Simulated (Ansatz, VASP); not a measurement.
Two plane-wave programs on V

The input INCAR:

```
SYSTEM = V
PREC     = Accurate       ! precision mode
ENCUT    = 520            ! plane-wave cutoff, eV
EDIFF    = 1E-6           ! SCF threshold, eV
ISMEAR   = -1             ! smearing method
SIGMA    = 0.1            ! smearing width, eV
LREAL    = .FALSE.        ! projectors in reciprocal space
LASPH    = .TRUE.         ! aspherical terms in the spheres
NELM     = 80             ! most SCF steps
ALGO     = Normal         ! electronic algorithm
ISIF     = 2              ! what is computed and relaxed
LWAVE    = .FALSE.        ! write WAVECAR
LCHARG   = .FALSE.        ! write CHGCAR
NBANDS   = 12             ! bands
```

File KPOINTS:

```
Automatic mesh
0
G
  5 5 5
  0 0 0
```

Contents of POSCAR:

```
V
1.0
   -1.4636513664      1.4636513664      1.4636513664
    1.4636513664     -1.4636513664      1.4636513664
    1.4636513664      1.4636513664     -1.4636513664
V
1
Direct
    0.0000000000      0.0000000000      0.0000000000
```

Input for Ansatz:

```yaml
crystal:
  lattice:
    - [-1.4636513664, 1.4636513664, 1.4636513664]
    - [1.4636513664, -1.4636513664, 1.4636513664]
    - [1.4636513664, 1.4636513664, -1.4636513664]
  atoms:
    - { symbol: V, position: [0.0, 0.0, 0.0] }
hamiltonian:
  xc: lda
  pseudopotentials:
    kind: paw
    azcp:
      V: "pseudopotentials/V.paw.azcp"
basis:
  ecutwfc: 420
  fft_grid_basis: typed
kpoints:
  mp_grid: { grid: [5, 5, 5], shift: [0, 0, 0] }
magnetization:
  spin_polarized: false
scf:
  occupations: { method: fermi_dirac, width: 0.1 }
  lower_state_search: "off"
output:
  stress: true
```

Alike in both runs: task single point; functional LDA; k mesh 5 × 5 × 5; occupations fermi-dirac, width 0.1 eV; no spin polarisation.

```csv
,VASP,Ansatz
version,VASP 6.6.1,Ansatz 0.2.0
potentials or method,"VASP PAW LDA potentials, release 64 (V_sv)","plane waves (420 eV) with PAW, scalar-relativistic"
plane-wave cutoff (eV),520,420
valence electrons in the cell,13,13
```

Ansatz gave:

```
pressure (GPa) : 2.0
```

Q: Which values does VASP return?

A: Pressure (GPa): 2.5.

Ansatz warned: «pseudo_functional_mismatch».

Caveats: the k mesh is coarse (spacing up to 0.61 Å⁻¹), so the values aren't converged.
